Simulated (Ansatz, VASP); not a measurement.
# One calculation of Be, two programs

```xyz
1
Lattice="-1.2594 1.2594 1.2531 1.2594 -1.2594 1.2531 1.2469 1.2469 -1.2531" Properties=species:S:1:pos:R:3 pbc="T T T"
Be    0.0000    0.0000    0.0000
```

Change from the starting cell: strain -0.0100 x Voigt [0, 0, 0, 0, 0, 1], atoms carried along.

Alike in both runs: task single point; functional PBEsol; k mesh 26 × 26 × 26; occupations gaussian, width 0.15 eV; no spin polarisation.

|  | VASP | Ansatz |
| --- | --- | --- |
| version | VASP 6.6.1 | Ansatz 0.2.0 |
| potentials or method | VASP PAW PBE potentials, release 64 (Be) | scalar-relativistic, plane waves, PAW |
| plane-wave cutoff (eV) | 520 | 420 |
| valence electrons in the cell | 2 | 2 |

VASP gave:

| Property | Result |
| --- | --- |
| gap on the k mesh at the Fermi level (eV) | none |
| pressure (GPa) | -1.6 |
| largest component of the traceless stress (GPa) | 2.15 |

Problem. Which values does Ansatz return?

Solution. gap on the k mesh at the Fermi level (eV): none; pressure (GPa): -2.0; largest component of the traceless stress (GPa): 2.14.

A gap of «none» marks a metal or a gap that the smearing closes.

Caveats: the PAW data sets were made with another functional, which shifts forces and pressure a little (VASP).
